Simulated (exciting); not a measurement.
# CdS (Fm-3m) in exciting: single point with RPBE

Aim: the single point of CdS with RPBE.

All numbers are computed with exciting (release sodium); they aren't measurements. Logs are shortened: lines on timing, memory, paths and dates and some standing lists are left out, and cuts for length are marked.

### Step 1. The structure

Symmetry: Fm-3m, No. 225, cubic system. The conventional cell has a = 5.506 Å, b = 5.506 Å, c = 5.506 Å, α = 90.00°, β = 90.00°, γ = 90.00°. Cd (site symmetry m-3m) is surrounded by 6 S at 2.75 Å. Around S (site symmetry m-3m) lie 6 Cd at 2.75 Å.

Measurements of this composition are mostly on another form, of space group No. 186.

### Step 2. Single point, RPBE, spin-orbit coupling, no magnetisation

File input.xml:

```xml
<input>
  <title>CdS</title>
  <structure speciespath="./" tshift="false" cartesian="true">
    <crystal scale="1.88972612463">
      <basevect>0.000000000000 2.753244000000 2.753244000000</basevect>
      <basevect>2.753244000000 0.000000000000 2.753244000000</basevect>
      <basevect>2.753244000000 2.753244000000 0.000000000000</basevect>
    </crystal>
    <species speciesfile="Cd.xml" rmt="2.3">
      <atom coord="0.000000000000 0.000000000000 0.000000000000"/>
    </species>
    <species speciesfile="S.xml" rmt="1.9">
      <atom coord="5.202877114269 5.202877114269 5.202877114269"/>
    </species>
  </structure>
  <groundstate do="fromscratch" ngridk="8 8 8" rgkmax="7.5" gmaxvr="14" lmaxapw="9" lmaxmat="9" lmaxvr="8" stype="Methfessel-Paxton 1" swidth="0.00099958" nempty="20" ValenceRelativity="iora*" epsengy="1e-05" epspot="1e-05" maxscl="60" tforce="true" outputlevel="normal" vkloff="0.5 0.5 0.5">
    <libxc exchange="XC_GGA_X_RPBE" correlation="XC_GGA_C_PBE"/>
    <spin spinorb="true"/>
  </groundstate>
  <properties>
    <chargedensityplot>
      <plot3d>
        <box grid="20 20 20">
          <origin coord="0 0 0"/>
          <point coord="1 0 0"/>
          <point coord="0 1 0"/>
          <point coord="0 0 1"/>
        </box>
      </plot3d>
    </chargedensityplot>
    <elfplot>
      <plot3d>
        <box grid="20 20 20">
          <origin coord="0 0 0"/>
          <point coord="1 0 0"/>
          <point coord="0 1 0"/>
          <point coord="0 0 1"/>
        </box>
      </plot3d>
    </elfplot>
    <exccplot>
      <plot3d>
        <box grid="20 20 20">
          <origin coord="0 0 0"/>
          <point coord="1 0 0"/>
          <point coord="0 1 0"/>
          <point coord="0 0 1"/>
        </box>
      </plot3d>
    </exccplot>
  </properties>
</input>
```

Potentials or basis: all-electron LAPW+lo, shipped species files, valence relativity iora*.

The run is started by

```
$ OMP_NUM_THREADS=1 exciting_smp
```

INFO.OUT:

```text
================================================================================
EXCITING SODIUM started
[... 10 lines left out ...]

 Lattice vectors (cartesian) :
      0.0000000000      5.2028771143      5.2028771143
      5.2028771143      0.0000000000      5.2028771143
      5.2028771143      5.2028771143      0.0000000000

 Reciprocal lattice vectors (cartesian) :
     -0.6038183460      0.6038183460      0.6038183460
      0.6038183460     -0.6038183460      0.6038183460
      0.6038183460      0.6038183460     -0.6038183460

 Unit cell volume                           :     281.6830413355
 Brillouin zone volume                      :       0.8806004517

 Species :    1 (Cd)
     parameters loaded from                 :    Cd.xml
     name                                   :    cadmium
     nuclear charge                         :     -48.00000000
     electronic charge                      :      48.00000000
     atomic mass                            :  204912.71750000
     muffin-tin radius                      :       2.30000000
     # of radial points in muffin-tin       :     400

     atomic positions (cartesian) :
       1 :   0.00000000  0.00000000  0.00000000

 Species :    2 (S)
     parameters loaded from                 :    S.xml
     name                                   :    sulphur
     nuclear charge                         :     -16.00000000
     electronic charge                      :      16.00000000
     atomic mass                            :   58452.74216000
     muffin-tin radius                      :       1.90000000
     # of radial points in muffin-tin       :     300

     atomic positions (cartesian) :
       1 :   5.20287711  5.20287711  5.20287711

 Total number of atoms per unit cell        :       2

 Spin treatment                             :    spin-polarised
 Spin-orbit coupling is included
 Global magnetic field (cartesian) :        0.00000000   0.00000000   0.00000000
 non-collinear magnetisation

[... 26 lines left out ...]

 Number of empty states                     :      20
 Total number of valence states             :      66

 Maximum Hamiltonian size                   :     319
 Maximum number of plane-waves              :     303
 Total number of local-orbitals             :      16

 Exchange-correlation type                  :     100
     libxc; exchange: Hammer, Hansen, and Norskov; correlation: Perdew, Burke & Ernzerhof (see libxc for references)

 Smearing scheme                            :    Methfessel-Paxton order 1, Phys. Rev. B 40, 3616 (1989)
 Smearing width                             :       0.00099958

 Using multisecant Broyden potential mixing
[... 16 lines left out ...]
+ SCF iteration number :    1                                                  +
++++++++++++++++++++++++++++++++++++++++++++++++++++++++++++++++++++++++++++++++
 Total energy                               :     -5992.33560402
 _______________________________________________________________
 Fermi energy                               :         0.16328004
 Kinetic energy                             :      6272.02980953
 Coulomb energy                             :    -12083.46854151
 Exchange energy                            :      -177.69246781
 Correlation energy                         :        -3.20440423
 No external B-field energy in total energy
[... 587 lines left out ...]
 RMS change in effective potential (target) :  0.666566E-09  ( 0.100000E-04)
 Absolute change in total energy   (target) :  0.799432E-06  ( 0.100000E-04)
 Charge distance                   (target) :  0.155477E-08  ( 0.100000E-04)
 Abs. change in max-nonIBS-force   (target) :   0.00000      ( 0.500000E-04)

++++++++++++++++++++++++++++++++++++++++++++++++++++++++++++++++++++++++++++++++
| Convergency criteria checked for the last 2 iterations                       +
| Convergence targets achieved. Performing final SCF iteration                 +
++++++++++++++++++++++++++++++++++++++++++++++++++++++++++++++++++++++++++++++++
 Total energy                               :     -5995.69070651
 _______________________________________________________________
 Fermi energy                               :         0.18687697
 Kinetic energy                             :      6268.49829028
 Coulomb energy                             :    -12083.32129621
 Exchange energy                            :      -177.65818734
 Correlation energy                         :        -3.20951323
 No external B-field energy in total energy
[... 14 lines left out ...]
 Moments :
     interstitial                 :     0.00000000    -0.00000000     0.00000000
     moment in muffin-tin spheres :
         atom     1    Cd         :    -0.00000000    -0.00000000     0.00000000
         atom     2     S         :     0.00000000     0.00000000    -0.00000000
     total moment in muffin-tins  :    -0.00000000     0.00000000    -0.00000000
     total moment                 :    -0.00000000    -0.00000000    -0.00000000

++++++++++++++++++++++++++++++++++++++++++++++++++++++++++++++++++++++++++++++++
+ Self-consistent loop stopped                                                 +
++++++++++++++++++++++++++++++++++++++++++++++++++++++++++++++++++++++++++++++++
 STATE.OUT is written

--------------------------------------------------------------------------------
- Writing atomic positions and forces                                          -
--------------------------------------------------------------------------------

 Atomic positions (cartesian) :
 atom     1  Cd  :     0.00000000    0.00000000    0.00000000
 atom     2   S  :     5.20287711    5.20287711    5.20287711

 Total atomic forces including IBS (cartesian) :
 atom     1  Cd  :    -0.00000000   -0.00000000    0.00000000
 atom     2   S  :     0.00000000    0.00000000    0.00000000

 Atomic force components including IBS (cartesian) :
 atom     1  Cd  :     0.00000000   -0.00000000    0.00000000   HF force
                 :     0.00000000   -0.00000000    0.00000000   core correction
                 :    -0.00000000    0.00000000    0.00000000   IBS correction
 atom     2   S  :    -0.00000000    0.00000000   -0.00000000   HF force
                 :    -0.00000000    0.00000000   -0.00000000   core correction
                 :     0.00000000   -0.00000000   -0.00000000   IBS correction

********************************************************************************
* Groundstate module stopped                                                   *
********************************************************************************

--------------------------------------------------------------------------------
- CAUTION! Warnings have been written in file WARNING.OUT !                    -
--------------------------------------------------------------------------------
================================================================================
| EXCITING SODIUM stopped                                                      =
================================================================================
```

WARNINGS.OUT:

```text
Warning(init0):
  GGA inconsistent with non-collinear magnetism
 Inversion symmetry is present. Consider using input%groundstate%solver%type = "inversionsymmetry"
```

It took 4.8 min on 1 thread of Arm Neoverse V2, shared host; peak memory 0.19 GiB.

What came out:

```yaml
Band_gap_on_the_k_mesh: 0.60 eV, indirect (least direct gap 2.00 eV)
All_electrons_inside_the_program's_atomic_spheres: Cd 45.90; S 13.54 (radii Cd 2.3, S 1.9 bohr)
```

Caveat: total energies with spin-orbit coupling aren't reliable in this program, so none is listed and the log's shouldn't be used.
